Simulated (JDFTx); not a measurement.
Runs of JDFTx 1.7.0 (patched build) on Nb. It takes space group Im-3m (No. 229, cubic). The conventional cell has a = 3.328 Å, b = 3.328 Å, c = 3.328 Å, α = 90.00°, β = 90.00°, γ = 90.00°. Around Nb (site symmetry m-3m) lie 8 Nb at 2.88 Å. 

```csv
task,level,potentials or basis,cell,cutoff (eV),SCF threshold on the energy,local potential set to -Z/r beyond,further solve for the empty bands,gap on the mesh (eV),pressure (GPa),V0 of scaled cells (Å³/atom),B0 (GPa)
equation of state,PBE,PseudoDojo-SR-PBE-0.5-standard,as given,1116,1e-08 Ha,-,-,-,-,18.24,171
single point,PBE,PseudoDojo-SR-PBE-0.5-standard with smoothed tails,cell strained at random at fixed volume,1116,1e-09 Ha,6 bohr,yes,none,-2.0,-,-
single point,PBE,PseudoDojo-SR-PBE-0.5-standard,as given,1116,1e-08 Ha,-,yes,none,(a),-,-
single point,PBE,PseudoDojo-SR-PBE-0.5-standard,cell strained at random at fixed volume,1116,1e-08 Ha,-,yes,none,-1.9,-,-
equation of state,PBEsol,PseudoDojo-SR-PBEsol-0.4.1-standard,as given,1116,1e-09 Ha,-,-,-,-,17.62,181
equation of state,r2SCAN,SG15-PBE-1.2,as given,1088,1e-09 Ha,-,-,-,-,(b),182
single point,PBE,PseudoDojo-SR-PBE-0.5-standard with smoothed tails,as given,1116,1e-09 Ha,6 bohr,yes,none,-1.9,-,-
equation of state,PBE,PseudoDojo-SR-PBE-0.5-standard with smoothed tails,as given,1116,1e-09 Ha,6 bohr,-,-,-,18.23,171
```

Alike in all rows: no spin polarisation; k mesh 11 × 11 × 11; smearing fermi-dirac 0.05 eV.

Estimate the missing entries.

(a) -1.8; (b) 18.11.

Caveats: the potentials were made for another functional, which shifts forces and pressure (some runs).

A k mesh can miss the band edges, and the runs leave out spin-orbit coupling on Nb.

A gap of «none» marks a metal or a gap under the smearing width.
